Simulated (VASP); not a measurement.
Wanted: the native input for a VASP 6.6.1 run.

| Quantity | Value |
| --- | --- |
| Task | evGW0 quasiparticle levels |
| Functional | PBE |
| Potentials or basis | VASP PAW PBE potentials, release 64 (In_d_GW, P_GW) |
| Cutoff | 500 eV |
| k mesh | 4 × 4 × 4 |
| Occupations | gaussian, width 0.01 eV |
| Spin | no spin polarisation |
| Ladder | gaps |
| GW scheme | evGW0 |
| GW iterations | 4 |
| Cutoff of the response function | 150 |
| Frequency points | 50 |
| Empty bands | 210 |
| Further INCAR settings | ALGO = EVGW0; EDIFF = 1e-08; NBANDS = 219 |

Crystal: InP.

```
In P
1.0
     0.00000    2.93050    2.93050
     2.93050    0.00000    2.93050
     2.93050    2.93050    0.00000
In P
1 1
Direct
  0.00000 0.00000 0.00000
  0.75000 0.75000 0.75000
```

One way to write it, as run:

POSCAR

```
InP
1.0
    0.0000000000      2.9305000000      2.9305000000
    2.9305000000      0.0000000000      2.9305000000
    2.9305000000      2.9305000000      0.0000000000
In P
1 1
Direct
    0.0000000000      0.0000000000      0.0000000000
    0.7500000000      0.7500000000      0.7500000000
```

INCAR.step1

```
ALGO = Normal ; EDIFF = 1E-8
ENCUT = 500 ; GGA = PE
ISMEAR = 0 ; KPAR = 4
LASPH = True ; LCHARG = False
LREAL = False ; LWAVE = True
NELM = 100 ; PREC = Accurate
SIGMA = 0.01
```

INCAR.step2

```
ALGO = Exact ; EDIFF = 1E-8
ENCUT = 500 ; GGA = PE
ISMEAR = 0 ; ISTART = 1
KPAR = 4 ; LASPH = True
LCHARG = False ; LOPTICS = True
LREAL = False ; LWAVE = True
NBANDS = 219 ; NELM = 1
PREC = Accurate ; SIGMA = 0.01
```

INCAR.step3

```
ALGO = EVGW0 ; EDIFF = 1E-8
ENCUT = 500 ; ENCUTGW = 150
GGA = PE ; ISMEAR = 0
ISTART = 1 ; KPAR = 4
LASPH = True ; LCHARG = False
LREAL = False ; LWAVE = False
NBANDS = 219 ; NBANDSGW = 17
NELMGW = 4 ; NOMEGA = 50
PREC = Accurate ; PRECFOCK = Fast
SIGMA = 0.01
```

KPOINTS

```
k-points
0
Gamma
  4 4 4
```

Potentials or basis: VASP PAW PBE potentials, release 64 (In_d_GW, P_GW).

Launch:

```sh
$ cat potpaw_PBE.64/In_d_GW/POTCAR potpaw_PBE.64/P_GW/POTCAR > POTCAR
$ cp INCAR.step1 INCAR
$ mpirun -np 4 vasp_std > vasp.out
$ cp INCAR.step2 INCAR
$ mpirun -np 4 vasp_std > vasp.out
$ cp INCAR.step3 INCAR
$ mpirun -np 4 vasp_std > vasp.out
```

It gave:

The band gap on the k mesh, mean-field level is 0.70 eV, direct. The quasiparticle gap is 1.33 eV and the least direct quasiparticle gap is 1.33 eV.

Caveat: the k mesh is coarse (spacing up to 0.46 Å⁻¹), so the values aren't converged; bands, screening cutoff and mesh are small and nothing is extrapolated, so the quasiparticle values aren't converged; spin-orbit coupling is left out, which moves the levels of the heavy elements.

Run time: 7.5 min on 4 MPI ranks on Intel(R) Xeon(R) Platinum 8488C (Sapphire Rapids) (shared host), peak memory 0.53 GiB a rank.
